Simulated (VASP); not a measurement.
Consider the following.

```
CELL_PARAMETERS angstrom
      4.42423     0.00000     0.00000
      0.00000     4.42423     0.00000
      0.00000     0.00000     2.88726
ATOMIC_POSITIONS crystal
  Ge 0.00000 0.00000 0.00000
  Ge 0.50000 0.50000 0.50000
  O  0.30623 0.30623 0.00000
  O  0.80623 0.19377 0.50000
  O  0.19377 0.80623 0.50000
  O  0.69377 0.69377 0.00000
```

All values below come from PBEsol GGA, VASP's PBE PAW potentials (set 64) (plane waves; VASP). Numerical set-up: 520 eV cut-off, 6×6×9 Γ-centred mesh, tetrahedra with Blöchl corrections, potentials Ge_d O.

The cores are frozen, which limits the accuracy of field gradients.

### Question
Give the principal components of the electric field gradient (V/Å²) and the asymmetry η at each nucleus.

### Answer

```json
[
 {"atom": "Ge1", "Vxx": "27.9", "Vyy": "8.4", "Vzz": "-36.3", "η": "0.54"},
 {"atom": "Ge2", "Vxx": "27.9", "Vyy": "8.4", "Vzz": "-36.3", "η": "0.54"},
 {"atom": "O3", "Vxx": "70.4", "Vyy": "59.5", "Vzz": "-129.9", "η": "0.08"},
 {"atom": "O4", "Vxx": "70.4", "Vyy": "59.5", "Vzz": "-129.9", "η": "0.08"},
 {"atom": "O5", "Vxx": "70.4", "Vyy": "59.5", "Vzz": "-129.9", "η": "0.08"},
 {"atom": "O6", "Vxx": "70.4", "Vyy": "59.5", "Vzz": "-129.9", "η": "0.08"}
]
```

The compound is GeO2 in the rutile structure. It was relaxed first.
